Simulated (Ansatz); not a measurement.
In doubt: masses and optical values from hybrid runs of this build are listed as unsure (in some of the runs), which bears on the screening that GW takes from such a start.

The crystal is InSe (GaSe-type monolayer).

The cell holds 4 atoms: 2 In and 2 Se. Its edges and angles: a = 4.085 Å, b = 4.085 Å, c = 33.900 Å, α = 90.0°, β = 90.0°, γ = 120.0°. Vacuum lies along c.

```
In Se
1.0
     4.08508    0.00000    0.00000
    -2.04254    3.53779    0.00000
     0.00000    0.00000   33.90000
In Se
2 2
Direct
  0.33333 0.66667 0.54166
  0.33333 0.66667 0.45834
  0.66667 0.33333 0.57925
  0.66667 0.33333 0.42075
```

The structure was relaxed with PBE. The runs that relaxed it are not among those shown.

Gaps computed with Ansatz 0.2.0 without a self-energy: HSE06 2.15 eV, r2SCAN 1.80 eV and PBE0 2.79 eV.

**Question.** What gap should G0W0 on HSE06 give (6×6×1 mesh, 596 empty bands, screening to 66 eV, PAW set soft_1 files)?

About 3.05 eV: on its mesh the run moves the gap from 2.15 eV by +0.90 eV. Among the scalar-relativistic levels given, PBE0 is nearest (−0.26 eV). Bands and cutoff are finite, so the gap is not at the basis limit. The miss can reach some tenths of an eV and take either sign; the mesh is an error of its own. The mesh in the plane is coarse for a sheet; gap and any exciton binding can still move on denser ones. The many-body steps are scalar-relativistic: spin-orbit coupling is not in them.

[Paths, hosts, dates, memory and timing lines, banners, echoed tables and standing remarks are left out of the program output.]

[Logs are printed without paths, hosts, clocks, repeated set-up lines and the standing remarks that a program may print on its own settings, such as how far it seeks lower states.]

[Runs of the session that timed out or met a known fault of the program may be left out.]

[Cells called generated may have been cut or substituted from an entry of the Crystallography Open Database or the Materials Project.]

[Hosts, paths, dates, database ids (printed as entryN), source tags and the programs' standing remarks are cut or masked in the printed files.]
